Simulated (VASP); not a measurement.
A calculation with VASP 6.6.1 of TiSe (native input, structure from a POSCAR):

File INCAR:

```
ALGO = Normal
EDIFF = 1E-7
ENCUT = 520
GGA = PS
ISIF = 2
ISMEAR = 0
LASPH = T
LCHARG = T
LELF = T
LREAL = F
LVHAR = T
LWAVE = F
NBANDS = 24
NELM = 80
PREC = Accurate
SIGMA = 0.05
```

File KPOINTS:

```
k-points
0
Gamma
  7 7 5
```

Contents of POSCAR:

```
TiSe
1.0
    4.1783570000      0.0000000000      0.0000000000
    0.0000000000      4.1783570000      0.0000000000
    0.0000000000      0.0000000000      5.9844230000
Se Ti
2 2
Direct
    0.0000000000      0.5000000000      0.7605560000
    0.5000000000      0.0000000000      0.2394440000
    0.0000000000      0.0000000000      0.0000000000
    0.5000000000      0.5000000000      0.0000000000
```

Potentials or basis: VASP PAW PBE potentials, release 64 (Se, Ti_pv).

Launch:

```bash
$ cat potpaw_PBE.64/Se/POTCAR potpaw_PBE.64/Ti_pv/POTCAR > POTCAR
$ mpirun -np 1 vasp_std > vasp.out
```

The cell comes from a database or a generator and needn't be the stable form of this composition.

Q: Write the same calculation in another form: ASE script, structure typed inline.

A: As run:

run.py

```python
from ase import Atoms
from ase.calculators.vasp import Vasp
from ase.dft.bandgap import bandgap

atoms = Atoms(
    ['Se', 'Se', 'Ti', 'Ti'],
    cell=[[4.178357, 0.0, 0.0], [0.0, 4.178357, 0.0], [0.0, 0.0, 5.984423]],
    scaled_positions=[[0.0, 0.5, 0.760556], [0.5, 0.0, 0.239444], [0.0, 0.0, 0.0], [0.5, 0.5, 0.0]],
    pbc=True,
)
calc = Vasp(
    directory='calc',
    xc='pbesol',
    pp='PBE',
    setups='materialsproject',
    prec='Accurate',
    encut=520,
    ediff=1e-07,
    ismear=0,
    sigma=0.05,
    lreal=False,
    lasph=True,
    nelm=80,
    algo='Normal',
    isif=2,
    lwave=False,
    lcharg=False,
    kpts=[7, 7, 5],
    gamma=True,
)
atoms.calc = calc

print('energy (eV):', atoms.get_potential_energy())
print('free energy (eV):', atoms.get_potential_energy(force_consistent=True))
print('forces (eV/A):')
print(atoms.get_forces())
print('stress (eV/A^3, Voigt):', atoms.get_stress())
print('Fermi level (eV):', calc.get_fermi_level())
gap, top, bottom = bandgap(calc)
print('band gap (eV):', gap, 'from (spin, k, band)', top, 'to', bottom)
```

Potentials or basis: VASP PAW PBE potentials, release 64 (Se, Ti_pv).

Run with:

```bash
$ python run.py
```

Both were run:

|  | native input, structure from a POSCAR | ASE script, structure typed inline |
| --- | --- | --- |
| Pressure | -2.7 GPa | -2.7 GPa |
| Largest force | 0.306 eV/Å | 0.306 eV/Å |
| Band gap on the k mesh | none (metal or under the smearing width) | none (metal or under the smearing width) |

Keys that steer only the numerical path or the files written may differ.

Caveat: the PAW data sets were made with another functional, which shifts forces and pressure a little; this functional lacks dispersion, which binds the layers, so the pressure and a relaxed spacing across them are unreliable.
